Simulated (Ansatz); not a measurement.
The system is CoO.

```
Co O
1.0
    -1.50800    1.50800    2.10725
     1.50800   -1.50800    2.10725
     1.50800    1.50800   -2.10725
Co O
1 1
Direct
  0.00000 0.00000 0.00000
  0.50000 0.50000 0.00000
```

Base run:

| Quantity | Value |
| --- | --- |
| Program | Ansatz 0.2.0 |
| Functional | PBE |
| Potentials or basis | Ansatz PAW |
| Cutoff | 420 eV (not typed: the program's choice for these potentials) |
| k mesh | 12 × 12 × 12 |
| Occupations | fermi-dirac, width 0.05 eV |
| Spin | no spin polarisation |

Its results: band gap on the k mesh none (metal or under the smearing width); pressure -18.2 GPa.

**Question.** The run is repeated on the same cell with these changes: spin from no spin polarisation to collinear spin, ferromagnetic start. What comes out?

**Answer.** Band gap on the k mesh none (metal or under the smearing width); pressure 0.0 GPa; net moment 2.92 μB per cell; site moments Co +2.48; O +0.32 μB.

Caveats: semilocal functionals often make such compounds metallic where correlation or magnetic order opens a gap, which also shifts bond lengths; an odd number of electrons without spin polarisation forces a metal (some runs); a magnetic or distorted state may lie lower (some runs); a cell with one magnetic atom can't hold antiferromagnetic order, which such compounds often take (some runs).
